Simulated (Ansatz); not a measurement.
Convergence notes, G0W0 on CdI2 (P-3m1)

A 3-atom cell of CdI2 started from a crystallographic database, relaxed with r2SCAN+rVV10; one-shot G0W0 in Ansatz without spin-orbit coupling. Spin-unpolarised throughout; all numbers are computed.

```cif
data_structure
_symmetry_space_group_name_H-M 'P-3m1'
_symmetry_Int_Tables_number 164
_cell_length_a 4.2484
_cell_length_b 4.2484
_cell_length_c 6.8844
_cell_angle_alpha 90.000
_cell_angle_beta 90.000
_cell_angle_gamma 120.000
_cell_volume 107.61
loop_
_atom_site_label
_atom_site_type_symbol
_atom_site_symmetry_multiplicity
_atom_site_Wyckoff_symbol
_atom_site_fract_x
_atom_site_fract_y
_atom_site_fract_z
_atom_site_occupancy
Cd1 Cd 1 a 0.00000 0.00000 0.00000 1
I1 I 2 d 0.33333 0.66667 0.24956 1
```

Gaps are read over the mesh points alone. G0W0 here is at a finite number of bands, screening cutoff and k mesh, not at the basis limit.

| start | potentials | frequency model | mesh | empty bands | screening cutoff (eV) | Kohn-Sham gap (eV) | G0W0 gap (eV) | rough cost |
| --- | --- | --- | --- | --- | --- | --- | --- | --- |
| PBE | PAW | contour deformation | 6×6×2 | 174 | 80 | 2.38 | 3.50 | 4 core-minutes |
| PBE | PAW | contour deformation | 6×6×2 | 404 | 140 | 2.38 | 3.56 | 23 core-minutes |
| HSE06 | PAW | contour deformation | 6×6×2 | 404 | 140 | 3.35 | 4.07 | 40 core-minutes |
| LDA | PAW | contour deformation | 6×6×2 | 404 | 140 | 2.19 | 3.44 | 20 core-minutes |
| r2SCAN | PAW | contour deformation | 6×6×2 | 404 | 140 | 2.83 | 3.88 | 24 core-minutes |
| PBE | PAW | Godby-Needs pole | 6×6×2 | 404 | 140 | 2.38 | 3.61 | 27 core-minutes |
| PBE | PAW | contour deformation | 6×6×4 | 174 | 80 | 2.38 | 3.51 | 13 core-minutes |
| PBE | norm-conserving | contour deformation | 6×6×2 | 404 | 140 | 2.38 | 3.45 | 28 core-minutes |

Over the mesh points the PBE gap of 2.38 eV becomes a quasiparticle gap of 3.56 eV (A to L), a change of +1.18 eV. Renormalisation factors Z lie between 0.75 and 0.81.

Raising bands and cutoff together moves the gap by +0.06 eV (80 to 140 eV); the last step is still large, so the basis limit isn't reached. Starting from HSE06 (3.35 eV against PBE's 2.38 eV) gives 4.07 eV, +0.51 eV from G0W0@PBE at the same screening cutoff. Starting from LDA (2.19 eV against PBE's 2.38 eV) gives 3.44 eV, -0.12 eV from G0W0@PBE at the same screening cutoff. Starting from r2SCAN (2.83 eV against PBE's 2.38 eV) gives 3.88 eV, +0.32 eV from G0W0@PBE at the same screening cutoff. The Godby-Needs plasmon pole differs from contour deformation by +0.05 eV. A 6×6×4 mesh in place of 6×6×2 changes the opening over PBE by 0.00 eV (the gap on the mesh by +0.01 eV). Norm-conserving potentials (wave cutoff 1071 eV against 420 eV) shift the quasiparticle gap by -0.11 eV and the PBE gap by 0.00 eV. r2SCAN runs take a wave cutoff of 500 eV.

With a shallow d shell on the cation, G0W0 converges slowly in bands and cutoff, so these values are in doubt.
